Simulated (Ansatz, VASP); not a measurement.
# Two plane-wave programs on AlN

```
CELL_PARAMETERS angstrom
6.25951 0.00000 0.00000
-3.12976 5.42090 0.00000
0.00000 0.00000 5.01740
ATOMIC_POSITIONS crystal
Al 0.33333 0.16667 0.49924
Al 0.16667 0.33333 0.99924
Al 0.33333 0.66667 0.49924
Al 0.16667 0.83333 0.99924
Al 0.83333 0.16667 0.49924
Al 0.66667 0.33333 0.99924
Al 0.83333 0.66667 0.49924
Al 0.66667 0.83333 0.99924
N 0.33333 0.16667 0.88076
N 0.16667 0.33333 0.38076
N 0.33333 0.66667 0.88076
N 0.16667 0.83333 0.38076
N 0.83333 0.16667 0.88076
N 0.66667 0.33333 0.38076
N 0.83333 0.66667 0.88076
N 0.66667 0.83333 0.38076
```

Alike in both runs: functional PBE; k mesh 2 × 2 × 3; no spin polarisation.

Ansatz relaxed the structure, and its values are those at the end. VASP's run is a single point on that final structure, the one shown.

|  | VASP | Ansatz |
| --- | --- | --- |
| version | VASP 6.6.1 | Ansatz 0.2.0 |
| potentials or method | VASP PAW PBE potentials, release 64 (Al, N) | plane-wave PAW DFT |
| plane-wave cutoff (eV) | 520 | 420 |
| occupations | gaussian, width 0.01 eV | fixed |
| valence electrons in the cell | 64 | 64 |

|  | VASP | Ansatz | Ansatz less VASP |
| --- | --- | --- | --- |
| gap on the k mesh at the Fermi level (eV) | 4.04 | 4.03 | -0.009 |
| rms of the force components (eV/Å) | 0.007 | 0.009 | +0.0021 |

Caveats: the k mesh is coarse (spacing up to 0.58 Å⁻¹), so the values aren't converged. As with any semilocal functional, this PBE gap is likely too small.
